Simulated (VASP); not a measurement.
These are LDA (Ceperley-Alder, Perdew-Zunger), VASP's LDA PAW potentials (set 64) (plane waves; VASP 6.6.1) values and carry that method's errors.

Input for VASP

INCAR:
```
SYSTEM = CsI
PREC = Accurate; ENCUT = 400; LREAL = .False.
LASPH = .True.
EDIFF = 1E-8; NELM = 100; ALGO = Normal
LMAXMIX = 4
ISMEAR = 0; SIGMA = 0.01
IBRION = 8; NSW = 1
LWAVE = .False.; LCHARG = .False.
LEPSILON = .True.
```

**KPOINTS**
```
kpoints
0
gamma
  6 6 6
0 0 0
```

File POSCAR:
```
CsI
8.8168590
  0.4999999744   0.0000000000   0.0000000000
  0.0000000000   0.4999999744   0.0000000000
  0.0000000000   0.0000000000   0.4999999744
Cs I
1 1
direct
  0.0000000000   0.0000000000   0.0000000000
  0.5000000000   0.5000000000   0.5000000000
```

POTCAR, in this order: Cs_sv I (LDA.64 set). Program: vasp_std.

The run wrote:

OSZICAR:
```
...
       N       E                     dE             d eps       ncg     rms          rms(c)
RMM:   1    -0.751350778535E+00   -0.75135E+00   -0.19603E+00  1920   0.359E+00
RMM:   2    -0.749269706829E+00    0.20811E-02   -0.15724E-02  1652   0.621E-01    0.178E+00
RMM:   3    -0.674556480340E+00    0.74713E-01   -0.10458E-01  1560   0.154E+00    0.853E-01
RMM:   4    -0.687847196241E+00   -0.13291E-01   -0.92920E-02  1575   0.140E+00    0.185E-01
RMM:   5    -0.702841362192E+00   -0.14994E-01   -0.21495E-03  1628   0.288E-01    0.280E-02
RMM:   6    -0.703260578975E+00   -0.41922E-03   -0.14315E-04  1700   0.559E-02    0.242E-02
RMM:   7    -0.703295337263E+00   -0.34758E-04   -0.60111E-06  1741   0.966E-03    0.247E-02
RMM:   8    -0.703553082900E+00   -0.25775E-03   -0.13929E-06  1631   0.719E-03    0.170E-02
RMM:   9    -0.703530148178E+00    0.22935E-04   -0.25627E-06  1649   0.668E-03    0.110E-02
RMM:  10    -0.703536187359E+00   -0.60392E-05   -0.12239E-07  1743   0.115E-03    0.762E-03
RMM:  11    -0.703552362603E+00   -0.16175E-04   -0.41486E-07  1696   0.955E-04    0.495E-03
RMM:  12    -0.703567633091E+00   -0.15270E-04   -0.28914E-08  1689   0.612E-04    0.334E-03
RMM:  13    -0.703561748003E+00    0.58851E-05   -0.19234E-08  1430   0.220E-04    0.189E-03
RMM:  14    -0.703556311325E+00    0.54367E-05    0.78102E-08  1463   0.247E-04    0.278E-04
RMM:  15    -0.703555885178E+00    0.42615E-06    0.14378E-08   651   0.915E-05    0.131E-04
RMM:  16    -0.703555585918E+00    0.29926E-06    0.46980E-08   565   0.958E-05    0.144E-05
RMM:  17    -0.703555623932E+00   -0.38014E-07   -0.16266E-08   530   0.967E-05    0.186E-05
RMM:  18    -0.703555670688E+00   -0.46756E-07    0.29351E-08   473   0.966E-05    0.536E-06
 Linear response to external field, progress :
  Direction:   2
       N       E                     dE             d eps       ncg     rms          rms(c)
RMM:   1    -0.751311595228E+00   -0.75131E+00   -0.19599E+00  1917   0.359E+00
RMM:   2    -0.749269905868E+00    0.20417E-02   -0.15689E-02  1648   0.621E-01    0.178E+00
RMM:   3    -0.674569389251E+00    0.74701E-01   -0.10474E-01  1563   0.154E+00    0.853E-01
RMM:   4    -0.687851881868E+00   -0.13282E-01   -0.92973E-02  1572   0.140E+00    0.185E-01
RMM:   5    -0.702843599775E+00   -0.14992E-01   -0.21518E-03  1632   0.288E-01    0.282E-02
RMM:   6    -0.703262293616E+00   -0.41869E-03   -0.14220E-04  1696   0.556E-02    0.248E-02
RMM:   7    -0.703293524234E+00   -0.31231E-04   -0.59708E-06  1741   0.957E-03    0.256E-02
RMM:   8    -0.703544520500E+00   -0.25100E-03   -0.17108E-06  1640   0.750E-03    0.200E-02
RMM:   9    -0.703525342481E+00    0.19178E-04   -0.32711E-06  1630   0.764E-03    0.134E-02
RMM:  10    -0.703531596986E+00   -0.62545E-05    0.14626E-07  1749   0.127E-03    0.981E-03
RMM:  11    -0.703546476913E+00   -0.14880E-04    0.10204E-06  1698   0.850E-04    0.758E-03
RMM:  12    -0.703571235818E+00   -0.24759E-04   -0.10344E-07  1699   0.822E-04    0.406E-03
RMM:  13    -0.703563122068E+00    0.81138E-05    0.35141E-08  1523   0.289E-04    0.216E-03
RMM:  14    -0.703556434448E+00    0.66876E-05    0.15709E-07  1576   0.307E-04    0.320E-04
RMM:  15    -0.703555775648E+00    0.65880E-06    0.68092E-08   786   0.104E-04    0.132E-04
RMM:  16    -0.703555459247E+00    0.31640E-06    0.77970E-08   586   0.104E-04    0.843E-06
 Linear response to external field, progress :
  Direction:   3
       N       E                     dE             d eps       ncg     rms          rms(c)
RMM:   1    -0.751325790869E+00   -0.75133E+00   -0.19600E+00  1921   0.359E+00
RMM:   2    -0.749268740689E+00    0.20571E-02   -0.15698E-02  1652   0.621E-01    0.178E+00
RMM:   3    -0.674552742978E+00    0.74716E-01   -0.10474E-01  1558   0.154E+00    0.853E-01
RMM:   4    -0.687845765443E+00   -0.13293E-01   -0.93036E-02  1572   0.140E+00    0.185E-01
RMM:   5    -0.702849165101E+00   -0.15003E-01   -0.21506E-03  1626   0.288E-01    0.282E-02
RMM:   6    -0.703262220984E+00   -0.41306E-03   -0.14298E-04  1694   0.558E-02    0.244E-02
RMM:   7    -0.703294801939E+00   -0.32581E-04   -0.60271E-06  1736   0.964E-03    0.251E-02
RMM:   8    -0.703551843469E+00   -0.25704E-03   -0.15318E-06  1627   0.729E-03    0.180E-02
RMM:   9    -0.703528188250E+00    0.23655E-04   -0.28863E-06  1630   0.705E-03    0.120E-02
RMM:  10    -0.703534179258E+00   -0.59910E-05   -0.29174E-07  1750   0.119E-03    0.856E-03
RMM:  11    -0.703550019311E+00   -0.15840E-04   -0.10873E-06  1702   0.908E-04    0.610E-03
RMM:  12    -0.703569284466E+00   -0.19265E-04   -0.10130E-06  1700   0.707E-04    0.365E-03
RMM:  13    -0.703562441028E+00    0.68434E-05   -0.23212E-07  1469   0.247E-04    0.203E-03
RMM:  14    -0.703556362792E+00    0.60782E-05    0.17768E-08  1509   0.272E-04    0.297E-04
RMM:  15    -0.703555878286E+00    0.48451E-06    0.49160E-08   668   0.933E-05    0.138E-04
RMM:  16    -0.703555569146E+00    0.30914E-06    0.79007E-08   568   0.971E-05    0.127E-05
RMM:  17    -0.703555600147E+00   -0.31000E-07    0.13210E-08   523   0.977E-05    0.187E-05
RMM:  18    -0.703555652528E+00   -0.52381E-07   -0.16590E-08   489   0.975E-05    0.508E-06
 Linear response DOF=           2
 Linear response progress:
  Degree of freedom:   1/  2
       N       E                     dE             d eps       ncg     rms          rms(c)
RMM:   1    -0.173854851554E+00   -0.17385E+00    0.11846E-01  1746   0.199E+00
RMM:   2    -0.175848461963E+00   -0.19936E-02   -0.20776E-03  1529   0.296E-01    0.177E-02
RMM:   3    -0.175895381560E+00   -0.46920E-04   -0.44077E-05  1705   0.437E-02    0.867E-03
RMM:   4    -0.175887081166E+00    0.83004E-05   -0.74780E-06  1689   0.158E-02    0.199E-03
RMM:   5    -0.175885552344E+00    0.15288E-05   -0.18463E-07  1726   0.277E-03    0.548E-04
RMM:   6    -0.175884477889E+00    0.10745E-05   -0.23192E-08  1716   0.873E-04    0.124E-04
RMM:   7    -0.175883408309E+00    0.10696E-05   -0.29444E-09  1734   0.197E-04    0.584E-05
RMM:   8    -0.175882977478E+00    0.43083E-06   -0.33958E-09  1789   0.789E-05    0.638E-06
RMM:   9    -0.175883004937E+00   -0.27459E-07   -0.19740E-09  1745   0.389E-05    0.293E-06
RMM:  10    -0.175883025822E+00   -0.20885E-07   -0.17421E-09  1549   0.349E-05    0.714E-07
RMM:  11    -0.175883026940E+00   -0.11183E-08   -0.13006E-09  1134   0.330E-05    0.140E-07
 Linear response progress:
  Degree of freedom:   2/  2
       N       E                     dE             d eps       ncg     rms          rms(c)
RMM:   1    -0.866275481959E-01   -0.86628E-01    0.48086E-02  1999   0.116E+00
RMM:   2    -0.862337365163E-01    0.39381E-03   -0.24191E-03  1555   0.259E-01    0.303E-02
RMM:   3    -0.864633868627E-01   -0.22965E-03   -0.14651E-04  1584   0.577E-02    0.222E-02
RMM:   4    -0.866989689653E-01   -0.23558E-03   -0.36408E-05  1604   0.276E-02    0.516E-03
RMM:   5    -0.867470835146E-01   -0.48115E-04   -0.15746E-06  1694   0.714E-03    0.325E-03
RMM:   6    -0.867500327171E-01   -0.29492E-05   -0.19833E-07  1607   0.280E-03    0.910E-04
RMM:   7    -0.867497643596E-01    0.26836E-06    0.13337E-08  1693   0.586E-04    0.102E-04
RMM:   8    -0.867489473320E-01    0.81703E-06    0.96106E-08  1749   0.117E-04    0.935E-05
RMM:   9    -0.867487413894E-01    0.20594E-06    0.82053E-08  1753   0.710E-05    0.298E-05
RMM:  10    -0.867488021276E-01   -0.60738E-07    0.13440E-07  1785   0.303E-05    0.467E-06
RMM:  11    -0.867487749929E-01    0.27135E-07   -0.47667E-08  1494   0.245E-05    0.216E-06
RMM:  12    -0.867487765637E-01   -0.15708E-08   -0.57769E-08  1076   0.214E-05    0.477E-07
 Linear response finished
```

OUTCAR:
```
------------------------ aborting loop because EDIFF is reached ----------------------------------------

 HEAD OF MICROSCOPIC STATIC DIELECTRIC TENSOR (INDEPENDENT PARTICLE, excluding Hartree and local field effects)
 ------------------------------------------------------
           4.165312    -0.000000     0.000000
           0.000000     4.165312    -0.000000
          -0.000000     0.000000     4.165312
 ------------------------------------------------------

 MACROSCOPIC STATIC DIELECTRIC TENSOR (including local field effects in DFT)
 ------------------------------------------------------
           3.710086     0.000000    -0.000000
           0.000000     3.710086    -0.000000
           0.000000     0.000000     3.710086
 ------------------------------------------------------

 PIEZOELECTRIC TENSOR (including local field effects)  for field in x, y, z        (e  Angst)
          XX          YY          ZZ          XY          YZ          ZX
  --------------------------------------------------------------------------------
  x     0.00000     0.00000     0.00000     0.00000     0.00000     0.00000
  y     0.00000     0.00000     0.00000     0.00000     0.00000     0.00000
  z     0.00000     0.00000     0.00000     0.00000     0.00000     0.00000

 PIEZOELECTRIC TENSOR (including local field effects)  for field in x, y, z        (C/m^2)
          XX          YY          ZZ          XY          YZ          ZX
  --------------------------------------------------------------------------------
  x     0.00000     0.00000     0.00000     0.00000     0.00000     0.00000
  y     0.00000     0.00000     0.00000     0.00000     0.00000     0.00000
  z     0.00000     0.00000     0.00000     0.00000     0.00000     0.00000

 BORN EFFECTIVE CHARGES (including local field effects) (in |e|, cummulative output)
 ---------------------------------------------------------------------------------
 ion    1
    1     1.31708     0.00000     0.00000
    2     0.00000     1.31708    -0.00000
    3    -0.00000    -0.00000     1.31708
 ion    2
    1    -1.31708    -0.00000    -0.00000
    2    -0.00000    -1.31708     0.00000
    3     0.00000     0.00000    -1.31708

   1 f  =    2.050885 THz    12.886093 2PiTHz   68.410172 cm-1     8.481776 meV
             X         Y         Z           dx          dy          dz
      0.000000  0.000000  0.000000     0.000000   -0.699390   -0.000000
      2.204215  2.204215  2.204215     0.000000    0.714740    0.000000

   2 f  =    2.050885 THz    12.886093 2PiTHz   68.410172 cm-1     8.481776 meV
             X         Y         Z           dx          dy          dz
      0.000000  0.000000  0.000000     0.699390   -0.000000    0.000000
      2.204215  2.204215  2.204215    -0.714740    0.000000    0.000000

   3 f  =    2.050885 THz    12.886093 2PiTHz   68.410172 cm-1     8.481776 meV
             X         Y         Z           dx          dy          dz
      0.000000  0.000000  0.000000     0.000000    0.000000   -0.699390
      2.204215  2.204215  2.204215    -0.000000    0.000000    0.714740

   4 f/i=    0.001408 THz     0.008846 2PiTHz    0.046962 cm-1     0.005823 meV
             X         Y         Z           dx          dy          dz
      0.000000  0.000000  0.000000     0.000000   -0.714740   -0.000000
      2.204215  2.204215  2.204215     0.000000   -0.699390    0.000000

   5 f/i=    0.001408 THz     0.008846 2PiTHz    0.046962 cm-1     0.005823 meV
             X         Y         Z           dx          dy          dz
      0.000000  0.000000  0.000000    -0.000000   -0.000000    0.714740
      2.204215  2.204215  2.204215     0.000000    0.000000    0.699390

   6 f/i=    0.001408 THz     0.008846 2PiTHz    0.046962 cm-1     0.005823 meV
             X         Y         Z           dx          dy          dz
      0.000000  0.000000  0.000000    -0.714740   -0.000000    0.000000
      2.204215  2.204215  2.204215    -0.699390    0.000000    0.000000

 MACROSCOPIC STATIC DIELECTRIC TENSOR IONIC CONTRIBUTION
 ------------------------------------------------------
           3.279340     0.000000    -0.000000
           0.000000     3.279340     0.000000
          -0.000000     0.000000     3.279340
 ------------------------------------------------------

 ELASTIC MODULI CONTR FROM IONIC RELAXATION (kBar)
 Direction    XX          YY          ZZ          XY          YZ          ZX
 --------------------------------------------------------------------------------
 XX           0.0000      0.0000      0.0000      0.0000      0.0000      0.0000
 YY           0.0000      0.0000      0.0000      0.0000      0.0000      0.0000
 ZZ           0.0000      0.0000      0.0000      0.0000      0.0000      0.0000
 XY           0.0000      0.0000      0.0000      0.0000      0.0000      0.0000
 YZ           0.0000      0.0000      0.0000      0.0000      0.0000      0.0000
 ZX           0.0000      0.0000      0.0000      0.0000      0.0000      0.0000
 --------------------------------------------------------------------------------

 PIEZOELECTRIC TENSOR IONIC CONTR  for field in x, y, z        (C/m^2)
          XX          YY          ZZ          XY          YZ          ZX
  --------------------------------------------------------------------------------
  x     0.00000     0.00000     0.00000     0.00000     0.00000     0.00000
  y     0.00000     0.00000     0.00000     0.00000     0.00000     0.00000
  z     0.00000     0.00000     0.00000     0.00000     0.00000     0.00000
```
(Selected blocks of OUTCAR.)

The compound is CsI in the CsCl type structure. It was relaxed first, which changed the volume by -10 %.
